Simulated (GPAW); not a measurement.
# TaN (Fm-3m) in GPAW: notebook

One crystal, TaN, is run at these levels: PBE; tasks: single point.

Program: GPAW 26.7.0. These are calculated values, not measurements. Logs are shortened: lines on timing, memory, paths and dates and some standing lists are left out, and cuts for length are marked. The log counts tension as positive stress, the text compression.

## Step 1: The structure

The structure is cubic, space group Fm-3m (No. 225). Conventional cell: a = 4.358 Å, b = 4.358 Å, c = 4.358 Å, α = 90.00°, β = 90.00°, γ = 90.00°. Ta (site symmetry m-3m) is surrounded by 6 N at 2.18 Å. Around N (site symmetry m-3m) lie 6 Ta at 2.18 Å.

## Step 2: Single point, PBE, collinear spin, ferromagnetic start

run.py reads:

```python
from ase.dft.bandgap import bandgap
from ase.io import read, write
from ase.units import Bohr, GPa
from gpaw import GPAW, PW
from gpaw.elf import elf_from_dft_calculation

atoms = read('TaN.xyz')
atoms.set_initial_magnetic_moments([0.5, 0.0])

calc = GPAW(mode=PW(800),
            xc='PBE',
            kpts={'size': (7, 7, 7), 'gamma': True},
            occupations={'name': 'methfessel-paxton', 'order': 0, 'width': 0.05},
            nbands=19,
            convergence={'density': 1e-05, 'energy': 1e-05},
            maxiter=150,
            txt='gpaw.txt')
atoms.calc = calc
energy = atoms.get_potential_energy()
forces = atoms.get_forces()
stress = atoms.get_stress()
calc.write('gs.gpw')
write('result.traj', atoms)
print(f'Energy: {energy:.6f} eV')
print('Forces (eV/A):')
print(forces.round(4))
print('Stress (GPa):', (stress / GPa).round(3))
print('Moments:', calc.get_magnetic_moments().round(3))
print('Fermi level:', round(calc.get_fermi_level(), 4), 'eV')
print(f'Gap: {bandgap(calc)[0]:.4f} eV, direct: {bandgap(calc, direct=True)[0]:.4f} eV')

# fields on the real-space grid
write('density.cube', atoms, data=calc.get_pseudo_density() * Bohr**3)
write('potential.cube', atoms, data=calc.get_electrostatic_potential())
write('spin.cube', atoms, data=(calc.get_pseudo_density(spin=0) - calc.get_pseudo_density(spin=1)) * Bohr**3)
write('elf.cube', atoms, data=elf_from_dft_calculation(calc).data)
```

TaN.xyz reads:

```xyz
2
Lattice="0.0000000000 2.1790013100 2.1790013100 2.1790013100 0.0000000000 2.1790013100 2.1790013100 2.1790013100 0.0000000000" Properties=species:S:1:pos:R:3 pbc="T T T"
Ta     2.1790013100      2.1790013100      2.1790013100
N      0.0000000000      0.0000000000      0.0000000000
```

Potentials or basis: GPAW PAW data sets (gpaw-data 1.2.1), pw.

Started as:

```bash
> OMP_NUM_THREADS=1 python run.py
```

gpaw.txt:

```text
__  _  _
 | _ |_)|_||  |
 |__||  | ||/\| - 26.7.0

Input parameters:
  mode=PW(ecut=800.0),
  convergence={'density': 1e-05, 'energy': 1e-05},
  kpts=MonkhorstPack(size=(7, 7, 7), gamma=True),
  maxiter=150,
  nbands=19,
  occupations=Occupations(name='methfessel-paxton', order=0, width=0.05),
  xc=XC(name='PBE')

Diagonalizing LCAO Hamiltonian
Converting LCAO to pw mode

              Ta

       N

Atoms  # Å, Bohr magnetons
|   | symbol |        x |        y |        z |    initial magnetic moments |
|---|--------|----------|----------|----------|-----------------------------|
| 0 |     Ta | 2.179001 | 2.179001 | 2.179001 | ( 0.0000,  0.0000,  0.5000) |
| 1 |      N | 0.000000 | 0.000000 | 0.000000 | ( 0.0000,  0.0000,  0.0000) |

Unit cell  # Å
| periodic |        x |        y |        z |  lengths |    angles |
|----------|----------|----------|----------|----------|-----------|
|      yes | 0.000000 | 2.179001 | 2.179001 | 3.081573 | 60.000000 |
|      yes | 2.179001 | 0.000000 | 2.179001 | 3.081573 | 60.000000 |
|      yes | 2.179001 | 2.179001 | 0.000000 | 3.081573 | 60.000000 |

Number of symmetries: 48
Symmetry operations  # r_c * U_cc + t_c -> r_c
|    | kind |            matrix            |
|----|------|------------------------------|
|  0 |  σ   |  1, 0, 0,  1, 0,-1,  1,-1, 0 |
|  1 |  C2  |  1, 0, 0,  1,-1, 0,  1, 0,-1 |
|  2 |  E   |  1, 0, 0,  0, 1, 0,  0, 0, 1 |
|  3 |  σ   |  1, 0, 0,  0, 0, 1,  0, 1, 0 |
|  4 |  C4  |  1, 0,-1,  1, 0, 0,  1,-1, 0 |
|  5 |  S6  |  1, 0,-1,  1,-1, 0,  1, 0, 0 |
|  6 |  σ   |  1, 0,-1,  0, 1,-1,  0, 0,-1 |
|  7 |  C3  |  1, 0,-1,  0, 0,-1,  0, 1,-1 |
|  8 |  S6  |  1,-1, 0,  1, 0, 0,  1, 0,-1 |
|  9 |  C4  |  1,-1, 0,  1, 0,-1,  1, 0, 0 |
| 10 |  C3  |  1,-1, 0,  0,-1, 1,  0,-1, 0 |
| 11 |  σ   |  1,-1, 0,  0,-1, 0,  0,-1, 1 |
| 12 |  σ   |  0, 1, 0,  1, 0, 0,  0, 0, 1 |
| 13 |  C4  |  0, 1, 0,  0, 1,-1, -1, 1, 0 |
| 14 |  C3  |  0, 1, 0,  0, 0, 1,  1, 0, 0 |
| 15 |  S6  |  0, 1, 0, -1, 1, 0,  0, 1,-1 |
| 16 |  C2  |  0, 1,-1,  1, 0,-1,  0, 0,-1 |
| 17 |  σ   |  0, 1,-1,  0, 1, 0, -1, 1, 0 |
| 18 |  S4  |  0, 1,-1,  0, 0,-1,  1, 0,-1 |
| 19 |  C4  |  0, 1,-1, -1, 1, 0,  0, 1, 0 |
| 20 |  C3  |  0, 0, 1,  1, 0, 0,  0, 1, 0 |
| 21 |  σ   |  0, 0, 1,  0, 1, 0,  1, 0, 0 |
| 22 |  S6  |  0, 0, 1,  0,-1, 1, -1, 0, 1 |
| 23 |  C4  |  0, 0, 1, -1, 0, 1,  0,-1, 1 |
| 24 |  S4  |  0, 0,-1,  1, 0,-1,  0, 1,-1 |
| 25 |  C3  |  0, 0,-1,  0, 1,-1,  1, 0,-1 |
| 26 |  C2  |  0, 0,-1,  0,-1, 0, -1, 0, 0 |
| 27 |  S6  |  0, 0,-1, -1, 0, 0,  0,-1, 0 |
| 28 |  S4  |  0,-1, 1,  1,-1, 0,  0,-1, 0 |
| 29 |  C4  |  0,-1, 1,  0, 0, 1, -1, 0, 1 |
| 30 |  C2  |  0,-1, 1,  0,-1, 0,  1,-1, 0 |
| 31 |  σ   |  0,-1, 1, -1, 0, 1,  0, 0, 1 |
| 32 |  C3  |  0,-1, 0,  1,-1, 0,  0,-1, 1 |
| 33 |  S6  |  0,-1, 0,  0, 0,-1, -1, 0, 0 |
| 34 |  S4  |  0,-1, 0,  0,-1, 1,  1,-1, 0 |
| 35 |  C2  |  0,-1, 0, -1, 0, 0,  0, 0,-1 |
| 36 |  C2  | -1, 1, 0,  0, 1, 0,  0, 1,-1 |
| 37 |  S6  | -1, 1, 0,  0, 1,-1,  0, 1, 0 |
| 38 |  S4  | -1, 1, 0, -1, 0, 1, -1, 0, 0 |
| 39 |  C3  | -1, 1, 0, -1, 0, 0, -1, 0, 1 |
| 40 |  S6  | -1, 0, 1,  0, 0, 1,  0,-1, 1 |
| 41 |  C2  | -1, 0, 1,  0,-1, 1,  0, 0, 1 |
| 42 |  C3  | -1, 0, 1, -1, 1, 0, -1, 0, 0 |
| 43 |  S4  | -1, 0, 1, -1, 0, 0, -1, 1, 0 |
[... 94 lines left out ...]
    |   2p |  3.000 |      -7.089 |    0.529 |
    |    s |        |       8.629 |    0.603 |
    |    p |        |      20.123 |    0.529 |
    |    d |        |       0.000 |    0.577 |

    Using partial waves for N as LCAO basis

Reference energy: -425654.162905  # eV

eigensolver:
  PPCG
  Converge bands: occupied
  niter=2

density mixing:
  MSR1-Mixer
  Pratt-step length: 0.05
  Maximum mixing coefficient: 0.75
  Old densities: 10
  SVD Regularization: 0.005
  Good broyden scale: 1.0
  Trust region scale: 1.0
  Backstep threshold: 4.0
  History deletion threshold: 6.0
  Fourier metric: weight=20.0, sigma=0.015

occupation numbers:
  Methfessel-Paxton:
    width: 0.0500  # eV
    order: 0

poisson solver:
  ecut: 6400.0  # eV

xc functional:
  name: PBE with 2 nearest neighbor stencil

convergence criteria:
- Maximum integral of absolute [dens]ity change: 1e-05 electrons / valence electron
- Maximum [total energy] change in last 3 cyles: 1e-05 eV / valence electron
- Maximum integral of absolute [eigenst]ate change: 4e-08 eV^2 / valence electron
maximum number of iterations: 150

SCF iterations
|iter     | |      energy | eigst |  dens |  magmom |
|---------|-|-------------|-------|-------|---------|
|iter:   1| |  -21.722696 | +0.26 |       |  +0.4993|
|iter:   2| |  -21.199591 | -2.43 | -0.86 |  +0.4749|
|iter:   3| |  -19.948144 | -1.49 | -0.91 |  +0.2534|
|iter:   4| |  -19.957809 | -3.12 | -1.58 |  +0.2029|
|iter:   5| |  -19.968047 | -3.44 | -1.74 |  +0.0797|
|iter:   6| |  -19.968258 | -5.27 | -2.51 |  +0.0626|
|iter:   7| |  -19.968443 | -5.75 | -2.72 |  +0.0421|
|iter:   8| |  -19.968613 | -5.40 | -2.95 |  +0.0067|
|iter:   9| |  -19.968616c| -6.69 | -3.63 |  +0.0018|
|iter:  10| |  -19.968616c| -7.46c| -4.09 |  +0.0000|
|iter:  11| |  -19.968616c| -8.51c| -4.96 |  +0.0000|
|iter:  12| |  -19.968616c| -8.89c| -5.45c|  +0.0000|

Converged in 12 steps
Energy contributions relative to reference atoms: (reference = -425654.162905)

Energy contributions:
  Kinetic:          23.453371
  Coulomb:         -22.863115
  Zero:             -0.046358
  External:          0.000000
  Xc:              -20.511488
  Entropy:          -0.002051
  Spinorbit:         0.000000
  ----------------------------
  Free energy:     -19.969641
  Extrapolated:    -19.968616

dipole moment: (-10.807742, -10.807742, -10.807742)  # |e|*Ang

Total magnetic moment: (0.000000, 0.000000, 0.000002)

Local magnetic moments
|        x |        y |         z |
|----------|----------|-----------|
| 0.000000 | 0.000000 | -0.000003 |  # Ta   0
| 0.000000 | 0.000000 |  0.000005 |  # N    1

Fermi level: 16.025
Eigenvalues  # (at kpt = [0.000, 0.000, 0.000])
| band index |      eig [eV] | occ [0-1] |      eig [eV] | occ [0-1] |
|------------|---------------|-----------|---------------|-----------|
|          0 |       -53.337 |     1.000 |       -53.337 |     1.000 |
|        ... |               |           |               |           |
|          3 |       -19.766 |     1.000 |       -19.766 |     1.000 |
|          4 |        -2.964 |     1.000 |        -2.964 |     1.000 |
|          5 |        12.165 |     1.000 |        12.165 |     1.000 |
|          6 |        12.165 |     1.000 |        12.165 |     1.000 |
|          7 |        12.165 |     1.000 |        12.165 |     1.000 |
|          8 |        13.844 |     1.000 |        13.844 |     1.000 |
[... 8 lines left out ...]
|         17 |        40.579 |     0.000 |        40.579 |     0.000 |
|         18 |        43.109 |     0.000 |        43.109 |     0.000 |

No gap
No difference between direct/indirect transitions

Forces  # eV/Ang
|        x |        y |        z |
|----------|----------|----------|
|  0.00000 | -0.00000 | -0.00000 |  # Ta   0
| -0.00000 |  0.00000 |  0.00000 |  # N    1

Stress tensor  # eV/Ang^3
|         x |         y |         z |
|-----------|-----------|-----------|
| -0.089041 |  0.000000 |  0.000000 |
|  0.000000 | -0.089041 | -0.000000 |
|  0.000000 | -0.000000 | -0.089041 |

# Writing to gs.gpw (mode='')
```

Wall time 20 s (1 thread of Intel Xeon Platinum 8488C (Sapphire Rapids), shared host); peak memory 0.17 GiB.

What came out:

| Property | Result |
| --- | --- |
| Free energy | -19.9696 eV |
| Pressure | 14.3 GPa |
| Band gap on the k mesh | none (metal or under the smearing width) |
| Net moment | 0.00 μB per cell |

Levels at points of the mesh, in eV from the Fermi level:
Spin up:
```csv
k point,band 7,band 8,band 9,band 10,band 11,band 12
"(0.00, 0.00, 0.00)",-3.86,-3.86,-2.18,-2.18,-2.18,0.07
```
Spin down:
```tsv
k point	band 7	band 8	band 9	band 10	band 11	band 12
(0.00, 0.00, 0.00)	-3.86	-3.86	-2.18	-2.18	-2.18	0.07
```

The run has no spin-orbit coupling, so splittings on Ta are missing.

## Step 3: Single point, PBE, collinear spin, random start

run.py, as its differences from that of step 2:

```diff
@@ -2,8 +2,7 @@
 from ase.io import read, write
-from ase.units import Bohr, GPa
+from ase.units import GPa
 from gpaw import GPAW, PW
-from gpaw.elf import elf_from_dft_calculation
 
-atoms = read('TaN.xyz')
-atoms.set_initial_magnetic_moments([0.5, 0.0])
+atoms = read('POSCAR')
+atoms.set_initial_magnetic_moments([-0.17, 0.0])
 
@@ -30,7 +29 @@
 print(f'Gap: {bandgap(calc)[0]:.4f} eV, direct: {bandgap(calc, direct=True)[0]:.4f} eV')
-
-# fields on the real-space grid
-write('density.cube', atoms, data=calc.get_pseudo_density() * Bohr**3)
-write('potential.cube', atoms, data=calc.get_electrostatic_potential())
-write('spin.cube', atoms, data=(calc.get_pseudo_density(spin=0) - calc.get_pseudo_density(spin=1)) * Bohr**3)
-write('elf.cube', atoms, data=elf_from_dft_calculation(calc).data)
```

POSCAR reads:

```
TaN
1.0
    0.0000000000      2.1790013100      2.1790013100
    2.1790013100      0.0000000000      2.1790013100
    2.1790013100      2.1790013100      0.0000000000
Ta N
1 1
Direct
    0.5000000000      0.5000000000      0.5000000000
    0.0000000000      0.0000000000      0.0000000000
```

Potentials or basis: GPAW PAW data sets (gpaw-data 1.2.1), pw.

Started as:

```bash
> OMP_NUM_THREADS=1 python run.py
```

Run time: 19 s. Hardware: 1 thread of Intel Xeon Platinum 8488C (Sapphire Rapids), shared host; peak memory 0.17 GiB.

Results (log left out):

- Free energy: -19.9696 eV
- Pressure: 14.3 GPa
- Band gap on the k mesh: none (metal or under the smearing width)
- Net moment: 0.00 μB per cell

Levels at points of the mesh, in eV from the Fermi level:
Spin up:
| k point | band 7 | band 8 | band 9 | band 10 | band 11 | band 12 |
| --- | --- | --- | --- | --- | --- | --- |
| (0.00, 0.00, 0.00) | -3.86 | -3.86 | -2.18 | -2.18 | -2.18 | 0.07 |
Spin down:
```
           k point  band 6  band 7  band 8  band 9  band 10  band 11  band 12  band 13
(0.00, 0.00, 0.00)   -3.86   -3.86   -3.86   -2.18    -2.18    -2.18     0.07     0.07
```
